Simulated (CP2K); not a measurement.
# BaTe under changes of volume

One of the cells (39.652 Å³/atom); the others are scaled copies at fixed shape and fractional positions:

```
Ba Te
1.0
     4.82247    0.00000    0.00000
     2.41123    4.17638    0.00000
     2.41123    1.39213    3.93753
Ba Te
1 1
Cartesian
  0.0000 0.0000 0.0000
  4.8225 2.7843 1.9688
```

```yaml
Program: CP2K 2026.2
Functional: PBEsol
Potentials_or_basis: POTENTIAL_UZH Ba GTH-PBE-q10, Te GTH-PBE-q6; TZVP-MOLOPT-PBE-GTH basis
Density_cutoff: 6123 eV
k_mesh: 7 × 7 × 7
Occupations: fermi-dirac, width 0.05 eV
Spin: no spin polarisation
```

| volume (Å³/atom) | energy over the lowest point (meV/atom) | pressure (GPa) | gap on the mesh (eV) |
| --- | --- | --- | --- |
| 37.273 | 87.27 | 5.8 | 1.06 |
| 38.066 | 61.22 | 4.7 | 1.13 |
| 38.859 | 40.40 | 3.7 | 1.18 |
| 39.652 | 24.31 | 2.8 | 1.24 |
| 40.445 | ? | ? | ? |
| 41.238 | 4.51 | 1.2 | 1.34 |
| 42.031 | 0.00 | 0.6 | 1.38 |

**Question.** What does the run at 40.445 Å³/atom give?

**Answer.** Energy over the lowest point 12.49 meV/atom; pressure 2.0 GPa; gap on the mesh 1.29 eV.

Worked out: A Birch-Murnaghan fit of order 3 (a polynomial in V^(-2/3)) to the other rows has its minimum at 42.80 Å³/atom, just outside them, with B0 = V·E''(V) = 31 GPa and B' = 4.4. It gives 12.49 meV/atom at 40.445 Å³/atom, against the run's 12.49, and -dE/dV = 2.0 GPa, against 2.0. A straight line through the other rows of the gap, of slope 2.65 eV per unit of ln V, gives 1.29 eV, against the run's 1.29.

Energies are extrapolated to zero smearing.

Caveats: the potentials were made for another functional, which shifts forces and pressure; spin-orbit coupling is left out, which moves the levels of the heavy elements; an odd mesh through Γ misses points on the zone boundary, where band edges often lie; the basis of atomic orbitals isn't converged, which shifts pressures, moduli and gaps.
